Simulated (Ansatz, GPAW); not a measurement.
Given: the input of a run of Ansatz 0.2.0 on SrO. 

The input input.yaml:

```yaml
crystal:
  lattice:
    - [0.0, 2.5663, 2.5663]
    - [2.5663, 0.0, 2.5663]
    - [2.5663, 2.5663, 0.0]
  atoms:
    - { symbol: Sr, position: [0.5, 0.5, 0.5] }
    - { symbol: O, position: [0.0, 0.0, 0.0] }
hamiltonian:
  xc: pbe
  pseudopotentials: { kind: paw }
kpoints:
  mp_grid: { grid: [9, 9, 9] }
scf:
  occupations: { method: gaussian, width: 0.015 }
output:
  forces: true
  stress: true
  eigenvalues: true
```

Potentials or basis: Ansatz PAW.

Run with:

```console
$ ansatz run input.yaml --threads 2 --pin off --max-ram 5632MiB --backend cpu --events-out ev --progress --plain --runs-dir out
```

Q: Set up the same calculation for GPAW 26.7.0 (ASE script). Potentials or basis there: GPAW PAW data sets (gpaw-data 1.2.1), cutoff 800 eV.

A: As run (cutoffs and basis follow the program's own potentials, and thresholds, step limits or extra output files can differ):

The input run.py:

```python
from ase.dft.bandgap import bandgap
from ase.io import read, write
from ase.units import GPa
from gpaw import GPAW, PW

atoms = read('SrO.xyz')

calc = GPAW(mode=PW(800),
            xc='PBE',
            kpts={'size': (9, 9, 9), 'gamma': True},
            occupations={'name': 'methfessel-paxton', 'order': 0, 'width': 0.015},
            nbands=16,
            convergence={'density': 1e-05, 'energy': 1e-05},
            maxiter=150,
            txt='gpaw.txt')
atoms.calc = calc
energy = atoms.get_potential_energy()
forces = atoms.get_forces()
stress = atoms.get_stress()
calc.write('gs.gpw')
write('result.traj', atoms)
print(f'Energy: {energy:.6f} eV')
print('Forces (eV/A):')
print(forces.round(4))
print('Stress (GPa):', (stress / GPa).round(3))
print('Fermi level:', round(calc.get_fermi_level(), 4), 'eV')
print(f'Gap: {bandgap(calc)[0]:.4f} eV, direct: {bandgap(calc, direct=True)[0]:.4f} eV')
```

SrO.xyz

```xyz
2
Lattice="0.0000000000 2.5663000000 2.5663000000 2.5663000000 0.0000000000 2.5663000000 2.5663000000 2.5663000000 0.0000000000" Properties=species:S:1:pos:R:3 pbc="T T T"
Sr     2.5663000000      2.5663000000      2.5663000000
O      0.0000000000      0.0000000000      0.0000000000
```

Potentials or basis: GPAW PAW data sets (gpaw-data 1.2.1), pw.

Command:

```console
$ OMP_NUM_THREADS=1 python run.py
```

Both were run:

|  | Ansatz | GPAW |
| --- | --- | --- |
| Pressure | 3.3 GPa | 3.8 GPa |

Ansatz's pressure holds a Pulay term of +0.37 GPa for its cutoff of 420 eV, which the other run lacks.

Where Ansatz's input types no cutoff or centring, it takes its own default and a Γ-centred mesh.

Pressure is positive in compression.
